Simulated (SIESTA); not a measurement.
The system is Ca.

```
Ca
1.0
     0.00000    2.79420    2.79420
     2.79420    0.00000    2.79420
     2.79420    2.79420    0.00000
Ca
1
Cartesian
  0.0000 0.0000 0.0000
```

| Property | Result |
| --- | --- |
| Program | SIESTA 5.4.2 |
| Task | single point |
| Functional | PBEsol |
| Potentials or basis | PseudoDojo 0.4 standard (PBEsol files) |
| Basis | DZP (energy shift 0.003 Ry; two zetas on semicore shells; d shell added on Ca) |
| Grid cutoff | 800 Ry |
| Energy shift | 0.003 Ry |
| k mesh | 8 × 8 × 8 |
| Occupations | fermi-dirac, width 0.05 eV |
| Spin | no spin polarisation |

On this cell: pressure -1.1 GPa; band gap on the k mesh none (metal or under the smearing width).

The same run follows on a disturbed copy (cell strained at random at fixed volume):

```
Ca
1.0
     0.02261    2.80956    2.74477
     2.75250    0.03962    2.72775
     2.84984    2.88989   -0.05772
Ca
1
Direct
  0.99927 0.00324 0.99894
```

Task: What changes?

Result: The energy (extrapolated to zero smearing) moves by +4.9 meV/atom; pressure -1.1 GPa; band gap on the k mesh none (metal or under the smearing width).

Stress tensor (GPa, compression positive):
```
-1.03 -0.62  0.41
-0.62 -1.15  0.27
 0.41  0.27 -0.99
```

Caveats: the basis of atomic orbitals isn't converged, which shifts pressures, moduli and gaps.
